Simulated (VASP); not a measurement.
## SrO in VASP 6.6.1, single-point calculation

INCAR

```
ISIF = 2
SIGMA = 0.02
IBRION = -1
PREC = Accurate
EDIFF = 1E-7
LASPH = .TRUE.
ENCUT = 520
LCHARG = .FALSE.
NELECT = 15.98
NELM = 120
ISMEAR = -1
NBANDS = 15
LREAL = .FALSE.
GGA = PE
NSW = 0
LWAVE = .FALSE.
```

KPOINTS

```
KPOINTS created by Atomic Simulation Environment
0
Gamma
8 8 8
0 0 0
```

POSCAR

```
Sr O
 1.0000000000000000
     0.0573094069000000    2.5856038861999999    2.5856038861999999
     2.5856038861999999    0.0573094069000000    2.5856038861999999
     2.5856038861999999    2.5856038861999999    0.0573094069000000
 Sr  O
   1   1
Cartesian
  0.0000000000000000  0.0000000000000000  0.0000000000000000
  2.6142585896499999  2.6142585896499999  2.6142585896499999
```

The recommended PBE PAW datasets give the neutral cell 16 valence electrons.

Command

```
mpirun -np 1 vasp_std
```

OSZICAR

```
N       E                     dE             d eps       ncg     rms          rms(c)
DAV:   1     0.662870443076E+02    0.66287E+02   -0.79752E+03  1950   0.975E+02
DAV:   2    -0.111289962439E+02   -0.77416E+02   -0.70995E+02  2625   0.218E+02
DAV:   3    -0.141363858530E+02   -0.30074E+01   -0.29869E+01  2551   0.387E+01
DAV:   4    -0.141936906717E+02   -0.57305E-01   -0.57301E-01  2441   0.534E+00
DAV:   5    -0.141952107327E+02   -0.15201E-02   -0.15200E-02  2493   0.662E-01    0.169E+01
DAV:   6    -0.121855308650E+02    0.20097E+01   -0.63699E+00  1992   0.193E+01    0.198E+01
DAV:   7    -0.120601598267E+02    0.12537E+00   -0.26861E-01  2384   0.465E+00    0.116E+01
DAV:   8    -0.120501077558E+02    0.10052E-01   -0.11330E-01  2566   0.334E+00    0.466E-01
DAV:   9    -0.120515730057E+02   -0.14652E-02   -0.53447E-03  2465   0.467E-01    0.229E-01
DAV:  10    -0.120520622335E+02   -0.48923E-03   -0.44690E-04  2104   0.193E-01    0.793E-02
DAV:  11    -0.120521956109E+02   -0.13338E-03   -0.12539E-04  2132   0.827E-02    0.259E-02
DAV:  12    -0.120522128138E+02   -0.17203E-04   -0.26325E-05  2083   0.376E-02    0.181E-02
DAV:  13    -0.120522129677E+02   -0.15385E-06   -0.11322E-06  2174   0.942E-03    0.312E-03
DAV:  14    -0.120522128578E+02    0.10984E-06   -0.92876E-08  2419   0.234E-03    0.226E-03
DAV:  15    -0.120522128556E+02    0.21907E-08   -0.89065E-09  1087   0.846E-04
   1 F= -.12052213E+02 E0= -.12051845E+02  d E =-.735893E-03
```

From OUTCAR

```
k-points           NKPTS =     65   k-points in BZ     NKDIM =     65   number of bands    NBANDS=     15

   NELECT =      15.9800    total number of electrons

   dimension x,y,z NGX =    28 NGY =   28 NGZ =   28
   dimension x,y,z NGXF=    56 NGYF=   56 NGZF=   56

  energy-cutoff  :      520.00
  volume of cell :       33.42
      direct lattice vectors                 reciprocal lattice vectors
     0.057309407  2.585603886  2.585603886    -0.199929426  0.195594121  0.195594121
     2.585603886  0.057309407  2.585603886     0.195594121 -0.199929426  0.195594121
     2.585603886  2.585603886  0.057309407     0.195594121  0.195594121 -0.199929426

 k-points in reciprocal lattice and weights: KPOINTS created by Atomic Simulation Env
   0.00000000  0.00000000  0.00000000       0.002
   0.12500000  0.00000000  0.00000000       0.012
   0.25000000  0.00000000  0.00000000       0.012
   0.37500000  0.00000000 -0.00000000       0.012
   0.50000000  0.00000000  0.00000000       0.006
   0.12500000  0.12500000 -0.00000000       0.012
   0.25000000  0.12500000 -0.00000000       0.023
   0.37500000  0.12500000 -0.00000000       0.023
   ...

 E-fermi :   1.6989

 k-point     1 :       0.0000    0.0000    0.0000
  band No.  band energies     occupation
      1     -30.5824      2.00000
      2     -13.3908      2.00000
      3     -12.2163      2.00000
      4     -12.1934      2.00000
      5     -12.1934      2.00000
      6       1.6801      1.43679
      7       1.7478      0.15953
      8       1.7478      0.15953
      9       5.8520      0.00000
     10       7.7488      0.00000
     11       8.1336      0.00000
     12       8.1336      0.00000
     13      10.2203      0.00000
     14      10.2203      0.00000
     15      14.5726      0.00000

 k-point     2 :       0.1250    0.0000    0.0000
  band No.  band energies     occupation
      1     -30.5601      2.00000
      2     -13.7463      2.00000
      3     -12.2244      2.00000
      4     -12.2098      2.00000
      5     -11.8967      2.00000
      6       1.2848      2.00000
      7       1.4732      1.99997
      8       1.5494      1.99886
      9       6.5575      0.00000
     10       7.8907      0.00000
     11       8.1291      0.00000
     12       8.4609      0.00000
     13      10.6342      0.00000
     14      10.6345      0.00000
     15      15.6298      0.00000

 k-point     3 :       0.2500    0.0000    0.0000
  band No.  band energies     occupation
      1     -30.5057      2.00000
      2     -14.3226      2.00000
      3     -12.2505      2.00000
      4     -12.2488      2.00000
      5     -11.4562      2.00000
      6       0.4481      2.00000
      7       1.0101      2.00000
      8       1.1213      2.00000
      9       7.8246      0.00000
     10       8.1032      0.00000
     11       8.9773      0.00000
     12       9.3522      0.00000
     13      11.6636      0.00000
     14      11.6690      0.00000
     15      17.7162      0.00000

 ...

  Total        0.9547192      0.9547192      0.9547192     -0.2583311     -0.2583311     -0.2583311
  in kB       45.7669921     45.7669921     45.7669921    -12.3837867    -12.3837867    -12.3837867
  external PRESSURE =      45.7669921 kB  Pullay stress =       0.0000000 kB

 POSITION                                       TOTAL-FORCE (eV/Angst)
 -----------------------------------------------------------------------------------
      0.00000      0.00000      0.00000        -0.000000      0.000000     -0.000000
      2.61426      2.61426      2.61426         0.000000     -0.000000      0.000000
 -----------------------------------------------------------------------------------
    total drift:                                0.000000      0.000000      0.000000

  FREE ENERGIE OF THE ION-ELECTRON SYSTEM (eV)
  ---------------------------------------------------
  free  energy   TOTEN  =       -12.0522128556 eV

  energy  without entropy=      -12.0514769629  energy(sigma->0) =      -12.05184491
```

It converged. Results: pressure 4.6 GPa.

The cell is charged and sits in a uniform background.

For comparison, a separate PBE run of the intended cell, on usual settings and not on those above, gives a gap of 3.22 eV on its mesh and a pressure of 5.1 GPa.

The run above took about 35 s on one core of a shared host (Intel Xeon Platinum 8488C) and held 0.18 GiB at most.
